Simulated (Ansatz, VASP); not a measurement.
# Be in VASP and in Ansatz

File INCAR:

```
SYSTEM = Be
ALGO = Normal
EDIFF = 1E-6
ENCUT = 520
GGA = PS
ISIF = 2
ISMEAR = 0
LASPH = .True.
LCHARG = .False.
LREAL = .False.
LWAVE = .False.
NBANDS = 9
NELM = 80
PREC = Accurate
SIGMA = 0.15
```

File KPOINTS:

```
k-points
0
Gamma
  24 24 14
  0 0 0
```

File POSCAR:

```
Be
1.0
    2.4144770842      0.0000000000      0.0000000000
   -1.2072385421      2.0909984917      0.0000000000
    0.0000000000      0.0000000000      3.4208550000
Be
2
Direct
    0.3333333333      0.6666666667      0.2500000000
    0.6666666667      0.3333333333      0.7500000000
```

Input for Ansatz:

```yaml
crystal:
  lattice:
    - [2.4144770842, 0.0, 0.0]
    - [-1.2072385421, 2.0909984917, 0.0]
    - [0.0, 0.0, 3.420855]
  atoms:
    - { symbol: Be, position: [0.3333333333, 0.6666666667, 0.25] }
    - { symbol: Be, position: [0.6666666667, 0.3333333333, 0.75] }
basis:
  ecutwfc: 420
kpoints:
  mp_grid: { grid: [24, 24, 14] }
hamiltonian:
  xc: pbesol
scf:
  occupations: { method: gaussian, width: 0.15 }
output:
  forces: true
  stress: true
  eigenvalues: true
  write_density: true
  write_potential: true
  elf: true
  volumetric_format: npy
```

Change from the starting cell: strain +0.050 along x and y, -0.050 along z, atoms carried along.

Alike in both runs: task single point; functional PBEsol; k mesh 24 × 24 × 14; occupations gaussian, width 0.15 eV; no spin polarisation.

|  | VASP | Ansatz |
| --- | --- | --- |
| version | VASP 6.6.1 | Ansatz 0.2.0 |
| potentials or method | VASP PAW PBE potentials, release 64 (Be) | scalar-relativistic, plane waves, PAW |
| plane-wave cutoff (eV) | 520 | 420 |
| valence electrons in the cell | 4 | 4 |

VASP gave:

```
gap on the k mesh at the Fermi level (eV)       : none
pressure (GPa)                                  : -7.9
largest component of the traceless stress (GPa) : 17.56
```

Q: What did Ansatz give for the same quantities?

A: gap on the k mesh at the Fermi level (eV): none; pressure (GPa): -8.2; largest component of the traceless stress (GPa): 17.47.

A gap of «none» marks a metal or a gap that the smearing closes. With one functional, cell and mesh, what is left measures potentials, basis and numerics.

Caveats: the PAW data sets were made with another functional, which shifts forces and pressure a little (VASP).
